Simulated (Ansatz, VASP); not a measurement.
This is a calculation of GaN for VASP 6.6.1.

INCAR

```
SYSTEM = GaN
  ALGO = Normal
  EDIFF = 1E-6
  ENCUT = 520
  GGA = PE
  ISIF = 2
  ISMEAR = -1
  LASPH = .True.
  LCHARG = .False.
  LREAL = .False.
  LWAVE = .False.
  NBANDS = 16
  NELM = 100
  PREC = Accurate
  SIGMA = 0.05
```

KPOINTS

```
k-points
0
Gamma
  10 10 10
  0 0 0
```

The input POSCAR:

```
GaN
1.0
    0.0000000000      2.2074978911      2.2074978911
    2.2074978911      0.0000000000      2.2074978911
    2.2074978911      2.2074978911      0.0000000000
Ga N
1 1
Direct
    0.0000000000      0.0000000000      0.0000000000
    0.2500000000      0.2500000000      0.2500000000
```

Potentials or basis: VASP PAW PBE potentials, release 64 (Ga_d, N).

Launch:

```sh
$ cat potpaw_PBE.64/Ga_d/POTCAR potpaw_PBE.64/N/POTCAR > POTCAR
$ mpirun -np 1 vasp_std > vasp.out
```

Question: Translate it to Ansatz 0.2.0. Potentials there: Ansatz PAW soft_1.

Answer: As run (the cutoff follows the program's own potentials):

The input input.yaml:

```yaml
crystal:
  lattice:
    - [0.0, 2.2074978911, 2.2074978911]
    - [2.2074978911, 0.0, 2.2074978911]
    - [2.2074978911, 2.2074978911, 0.0]
  atoms:
    - { symbol: Ga, position: [0.0, 0.0, 0.0] }
    - { symbol: "N", position: [0.25, 0.25, 0.25] }
hamiltonian:
  xc: pbe
  pseudopotentials: { kind: paw, azcp: { folder: soft_1 } }
kpoints:
  mp_grid: { grid: [10, 10, 10] }
scf:
  occupations: { method: fermi_dirac, width: 0.05 }
output:
  forces: true
  stress: true
  eigenvalues: true
```

Potentials or basis: Ansatz PAW soft_1.

Run with:

```console
$ ansatz run input.yaml --threads 1 --pin off --max-ram 3584MiB --backend cpu --events-out ev --progress --plain --runs-dir out
```

Both were run:

|  | VASP | Ansatz | Ansatz less VASP |
| --- | --- | --- | --- |
| gap on the k mesh at the Fermi level (eV) | 2.12 | 2.11 | -0.010 |
| least direct gap on the mesh (eV) | 2.12 | 2.11 | -0.010 |
| pressure (GPa) | 18.7 | 18.7 | +0.04 |

Caveats: so large a pressure means that the cell lies far from this level's equilibrium, or that cutoff or potentials fall short (VASP); the pressure holds a Pulay correction of +0.3 GPa for the finite cutoff (Ansatz). As with any semilocal functional, this PBE gap is likely too small.
